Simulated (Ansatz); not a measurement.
# SiO2: computed properties

All numbers below come from DFT r2SCAN, scalar-relativistic, plane waves, PAW (Ansatz 0.2.0).

Plane waves to 500 eV, a k mesh through Γ of 6×6×4 on the computed 9-atom cell and Gaussian smearing (0.02 eV); no spin polarisation.

The structure is relaxed at this level of theory with its symmetry kept. This form isn't the usual stable structure of the compound.

Space group P6_222 (No. 180). a = 5.059 Å, b = 5.059 Å, c = 5.542 Å, α = 90.00°, β = 90.00°, γ = 120.00°
| atom | site | symmetry | x | y | z |
| --- | --- | --- | --- | --- | --- |
| Si | 3c | 222 | 0.5000 | 0.5000 | 0.3333 |
| O | 6j | ..2 | 0.2082 | 0.7918 | 0.8333 |

| Item | Value |
| --- | --- |
| Space group | P6_222 (No. 180) |
| Volume per atom | 13.65 Å³ |
| Formation energy from the elements' standard states (uncorrected) | -3.011 eV/atom |
| Generalised Kohn–Sham band gap | 6.29 eV, indirect from (0.000, 0.000, 0.427) to Γ |
| Löwdin character of the top 1 eV of the valence band | O 2p 97 % |
| Löwdin character of the lowest 1 eV of the conduction band | Si 3s 39 %, O 2s 18 %, Si 3p 17 %, unprojected 22 % |
| Electron masses at the edge by Cartesian direction of the standard setting (m_e; degenerate bands sorted by energy; no spin-orbit coupling) | x: 0.53; y: 0.53; z: 0.51 |
| Hole masses at the edge by Cartesian direction of the standard setting (m_e; degenerate bands sorted by energy; no spin-orbit coupling) | x: 3.0; y: 3.0; z: 2.3 |
| Bulk modulus | 144 GPa |
| Its pressure derivative | 2.3 |
| Bader charges (e) | Si (3 in the cell) 3.37, O (6 in the cell) -1.69 |

Cost: 8 runs of about 12 core-minutes in all, on Arm Neoverse V1 (shared hosts).